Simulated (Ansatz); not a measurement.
Input and command of a plane-wave DFT calculation in Ansatz:

```yaml
crystal:
  lattice:
    - [0.0, 2.2652175, 2.207135]
    - [2.2652175, 0.0, 2.207135]
    - [2.2652175, 2.2652175, 0.0]
  atoms:
    - { symbol: Na, position: [0.0, 0.0, 0.0] }
    - { symbol: F, position: [0.5, 0.5, 0.5] }
basis:
  ecutwfc: 420
kpoints:
  mp_grid: { grid: [8, 8, 8] }
hamiltonian:
  xc: pbe
scf:
  occupations: { method: gaussian, width: 0.05 }
output:
  forces: true
  stress: true
  eigenvalues: true
```

```bash
ansatz run input.yaml --threads 1 --pin off --max-ram 2560MiB --backend cpu --events-out ev --progress --plain --runs-dir out
```

Processor: Arm Neoverse V1, 1 thread, on a host shared with other jobs.

Problem. How long does it run, and how much memory does it take?

Solution. About 1.1 s on 1 thread of Arm Neoverse V1 (shared host), peak memory 0.26 GiB. It solves 12 bands at 59 k points (the mesh reduced by symmetry) with about 443 plane waves, in 6 SCF iterations.
